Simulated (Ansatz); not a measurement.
A 2-atom cell of SrO started from a crystallographic database was put through Ansatz (plane waves). The geometry is the r2SCAN minimum.

The cell:
```xyz
2
Lattice="0.0000 2.5799 2.5799 2.5799 0.0000 2.5799 2.5799 2.5799 0.0000" Properties=species:S:1:pos:R:3 pbc="T T T"
Sr    2.5799    2.5799    2.5799
O     0.0000    0.0000    0.0000
```

The output, standing remarks left out:
```
Functional definition: r2SCAN
  parameter k0 = 0.174
  parameter k1 = 0.065
  parameter a1 = 4.9479
  exchange = r2scan_x(k0 = k0, k1 = k1, a1 = a1)
  correlation = r2scan_c
Crystal: 2 atoms, lattice volume = 34.343 Å³
Basis set: ecut = 500 eV, 893 PW (Γ)
Bands: 12, of which v1, the nominal top of the filled ones, is band 8 counted from 1 (7 counted from 0)
Symmetry: 48 space group operations
k-points: 59 of 512 (irreducible under 8 space group operations, time reversal used)
SCF 1 converged in 9 iterations: F = -4127.055325 eV  dr2 = 1.05e-12
Free energy (F): -4127.055325 eV
Fermi energy:    7.495300 eV
--- Per-component energies (eV) ---
  E_band       = -71.526079
  E_kinetic    = 424.230202
  E_local      = -869.637172
  E_nonlocal   = 248.877553
  E_hartree    = 236.558852
  E_xc         = -239.165887
  E_vxc        = -286.629049
  E_paw        = -2875.199689
  E_vpaw       = -77.961008
  E_vtau       = 16.474630
  E_ewald      = -1052.542293
  E_core_change = -0.177977
--- Dielectric response (ions clamped): 1 representative field direction + reference, on 59 of 512 k-points ---
  ε∞ (high-frequency dielectric tensor):
        3.516142     0.000000     0.000000
        0.000000     3.516142     0.000000
        0.000000     0.000000     3.516142
  Born effective charges Z* (e; rows j = field, columns β = displacement):
    site 0:
         2.41314    0.00000    0.00000
         0.00000    2.41314    0.00000
         0.00000    0.00000    2.41314
    site 1:
        -2.41314    0.00000    0.00000
         0.00000   -2.41314    0.00000
         0.00000    0.00000   -2.41314
```

Problem. What input produced it? Give the YAML.

Solution.
```yaml
crystal:
  # lattice and atoms as above
kpoints:
  mp_grid: { grid: [8, 8, 8] }
hamiltonian:
  xc: r2scan
scf:
  occupations: { method: fixed }
dielectric: {}
```
A response with clamped ions alone is the dielectric block. The term E_vtau belongs to a meta-GGA, which reads the kinetic-energy density. Keys that aren't typed take their defaults; thresholds and the kind of smearing can't be read off these lines.

Command: `ansatz run input.yaml --threads 2 --pin off --max-ram 2211MiB --backend cpu --events-out ev --progress --plain --runs-dir out`. Wall time 4.5 s on 2 threads of Intel(R) Xeon(R) 6975P-C (Granite Rapids), on a shared host; peak host memory 0.66 GiB.

The values are computed, spin-unpolarised, and not measurements.
